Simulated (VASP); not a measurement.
Runs of VASP 6.6.1 on GaP. The structure is cubic, space group F-43m (No. 216). Conventional cell: a = 5.451 Å, b = 5.451 Å, c = 5.451 Å, α = 90.00°, β = 90.00°, γ = 90.00°. Ga (site symmetry -43m) is surrounded by 4 P at 2.36 Å. P (site symmetry -43m) is surrounded by 4 Ga at 2.36 Å. 

| task | level | cell | cutoff (eV) | smearing | gap on the mesh (eV) | pressure (GPa) | relaxed volume (Å³/atom) |
| --- | --- | --- | --- | --- | --- | --- | --- |
| single point | PBE | as given | 520 | gaussian 0.011 eV | 1.64 | (a) | - |
| relaxation of cell and atoms | AM05 | relaxed | 600 | fermi-dirac 0.05 eV | 1.59 | 0.0 | 20.14 |
| band structure | AM05 | as given | 520 | fermi-dirac 0.05 eV | 1.60 | - | - |
| relaxation of cell and atoms | PW91 | relaxed | 600 | fermi-dirac 0.05 eV | (b) | 0.0 | 20.85 |

Alike in all rows: potentials or basis VASP PAW PBE potentials, release 64 (Ga_d, P); no spin polarisation; k mesh 8 × 8 × 8.

Question: Fill in the values left out.

Answer: (a) 2.5; (b) 1.56.

Caveats: the PAW data sets were made with another functional, which shifts forces and pressure a little (some runs).

A k mesh can miss the band edges, and the runs leave out spin-orbit coupling on Ga.
